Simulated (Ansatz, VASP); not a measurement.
## Two plane-wave programs on TePb (nc)

```
Te Pb
1.0
     0.00000    3.28571    3.28571
     3.28571    0.00000    3.28571
     3.28571    3.28571    0.00000
Te Pb
1 1
Direct
  0.50000 0.50000 0.50000
  0.00000 0.00000 0.00000
```

Alike in both runs: functional PBE; k mesh 8 × 8 × 8; occupations gaussian, width 0.02 eV; no spin polarisation.

Ansatz relaxed the structure, and its values are those at the end. VASP's run is a single point on that final structure, the one shown.

```csv
,VASP,Ansatz
version,VASP 6.6.1,Ansatz 0.2.0
potentials or method,"VASP PAW PBE potentials, release 64 (Te, Pb_d)","scalar-relativistic, plane waves, norm-conserving pseudopotentials"
plane-wave cutoff (eV),520,1120
valence electrons in the cell,20,30
```

|  | VASP | Ansatz | Ansatz less VASP |
| --- | --- | --- | --- |
| gap on the k mesh at the Fermi level (eV) | 0.83 | 0.83 | -0.001 |
| least direct gap on the mesh (eV) | 0.83 | 0.83 | -0.001 |
| pressure (GPa) | -0.1 | 0.0 | +0.07 |

The two sets of potentials don't hold the same shells in valence.

Caveats: spin-orbit coupling is left out, which as a rule narrows the gap of such compounds by several tenths of an eV. A k mesh can miss the band edges.
